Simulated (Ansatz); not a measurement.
# NaCl: a sublattice moved along a line

Level of theory: Ansatz 0.2.0, DFT LDA, scalar-relativistic, plane waves, PAW. The runs took a 420 eV cutoff, a Γ-centred 6×6×6 mesh and Gaussian smearing (0.05 eV). No spin polarisation. Energies are free energies at this smearing, counted from the undisturbed cell; pressure is positive in compression.

Zero of the scan (as given, not relaxed at this level; it stands at -3.1 GPa; this CsCl-type form isn't the usual structure):

```yaml
crystal:
  lattice:
    - [3.50219, 0.00000, 0.00000]
    - [0.00000, 3.50219, 0.00000]
    - [0.00000, 0.00000, 3.50219]
  atoms:
    - { symbol: Na, position: [0.00000, 0.00000, 0.00000] }
    - { symbol: Cl, position: [0.50000, 0.50000, 0.50000] }
```

Every Cl atom is moved by x along the Cartesian unit vector (-0.577, -0.577, -0.577); the cell and all other atoms stay fixed.

```csv
x (Å),ΔE (meV/cell),force along x on the moved atoms (eV/Å),pressure (GPa),gap on the mesh (eV)
-0.2000,3.1,0.04,?,?
-0.1000,0.6,0.01,?,?
0.0000,0.0,0.00,-3.1,3.60
0.0250,0.0,0.00,-3.1,3.60
0.0500,0.1,-0.01,-3.1,3.60
0.0750,0.3,-0.01,-3.0,3.60
0.1250,1.0,-0.02,-3.0,3.61
0.1500,1.5,-0.02,-2.9,3.61
0.1750,2.2,-0.03,-2.9,3.62
```

By symmetry 0.2000 repeats -0.2000, -0.1500 repeats 0.1500, 0.1000 repeats -0.1000, -0.0500 repeats 0.0500 in energy; the slope of the energy along the path changes sign there.

Question: Give the withheld values.

Answer: pressure (GPa) at x (Å) = -0.2000: -2.8; gap on the mesh (eV) at x (Å) = -0.2000: 3.62; pressure (GPa) at x (Å) = -0.1000: -3.0; gap on the mesh (eV) at x (Å) = -0.1000: 3.61.